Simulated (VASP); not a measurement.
Wanted: the native input for a VASP 6.6.1 run.

```yaml
Task: relaxation of cell and atoms
Functional: LDA
Potentials_or_basis: VASP PAW LDA potentials, release 64 (Ga_d, N)
Cutoff: 600 eV
k_mesh: 10 × 10 × 10
Occupations: gaussian, width 0.03 eV
Spin: no spin polarisation
Further_INCAR_settings: ALGO = Normal; EDIFF = 1e-06; IBRION = 2; EDIFFG = -0.01; NSW = 90; ISIF = 3
```

The structure of GaN lies in POSCAR:

```
GaN
1.0
    0.0000000000      2.2535006075      2.2535006075
    2.2535006075      0.0000000000      2.2535006075
    2.2535006075      2.2535006075      0.0000000000
Ga N
1 1
Direct
    0.0000000000      0.0000000000      0.0000000000
    0.7500000000      0.7500000000      0.7500000000
```

The cell is a database's computed one.

The input as run:

INCAR

```
SYSTEM = GaN
PREC = Accurate
ENCUT = 600
EDIFF = 1E-6
ISMEAR = 0
SIGMA = 0.03
LREAL = .FALSE.
LASPH = .TRUE.
NELM = 80
ALGO = Normal
ISIF = 3
LWAVE = .FALSE.
LCHARG = .FALSE.
IBRION = 2
NSW = 90
EDIFFG = -0.01
```

KPOINTS

```
Automatic mesh
0
G
  10 10 10
  0 0 0
```

Potentials or basis: VASP PAW LDA potentials, release 64 (Ga_d, N).

Run with:

```sh
$ cat potpaw_LDA.64/Ga_d/POTCAR potpaw_LDA.64/N/POTCAR > POTCAR
$ mpirun -np 1 vasp_std > vasp.out
```

Results of the run:

```yaml
Relaxed_volume: 11.11 Å³/atom
Relaxed_cell: a = 3.156 Å, b = 3.156 Å, c = 3.156 Å, α = 60.00°, β = 60.00°, γ = 60.00°
Space_group_after_relaxing_to_0.05_Å: F-43m (No. 216)
Energy_gained_by_relaxing: 6.0 meV/atom
Ionic_steps: 3
Pressure_after_relaxing: 0.0 GPa
Band_gap_on_the_k_mesh: 1.94 eV, direct
```

It took 23 s on 1 thread of Intel(R) Xeon(R) Platinum 8488C (Sapphire Rapids), with other jobs on the host, peak memory 0.16 GiB.
